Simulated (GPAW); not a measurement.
Runs of GPAW 26.7.0 on CuO. The structure is tetragonal, space group P4_2/mmc (No. 131). Conventional cell: a = 3.422 Å, b = 3.422 Å, c = 4.260 Å, α = 90.00°, β = 90.00°, γ = 90.00°. Cu (site symmetry mmm) is surrounded by 4 O at 2.02 Å. Around O (site symmetry -4m2) lie 4 Cu at 2.02 Å and 2 O at 2.13 Å. Measurements of this composition are mostly on another form, of space group No. 15.

```tsv
level	U	gap on the mesh (eV)	pressure (GPa)
r2SCAN+U	Cu d U = 2 eV	none	-6.2
r2SCAN+U	Cu d U = 5 eV	none	(a)
r2SCAN+U	Cu d U = 1 eV	none	(b)
r2SCAN+U	Cu d U = 8 eV	none	-5.2
r2SCAN	-	none	-6.5
r2SCAN+U	Cu d U = 3 eV	none	-6.1
r2SCAN+U	Cu d U = 4 eV	none	-5.9
r2SCAN+U	Cu d U = 6 eV	none	-5.6
```

Alike in all rows: task single point; potentials or basis GPAW PAW data sets (gpaw-data 1.2.1), pw; no spin polarisation; cell as given; k mesh 6 × 6 × 5; cutoff (eV) 800; smearing fermi-dirac 0.05 eV.

Task: Fill in the values left out.

Result: (a) -5.7; (b) -6.3.

Caveats: with this Cu data set, volumes or pressures lay over 1.5 % or 2 GPa off other programs in two to four cells of ten; the PAW data sets were made with another functional, which shifts forces and pressure a little; the run has no spin polarisation, though such a crystal can be magnetic; U without spin polarisation on a metal has little footing (some runs); semilocal functionals often make such compounds metallic where correlation or magnetic order opens a gap, which also shifts bond lengths (some runs).

A gap of «none» marks a metal or a gap under the smearing width.
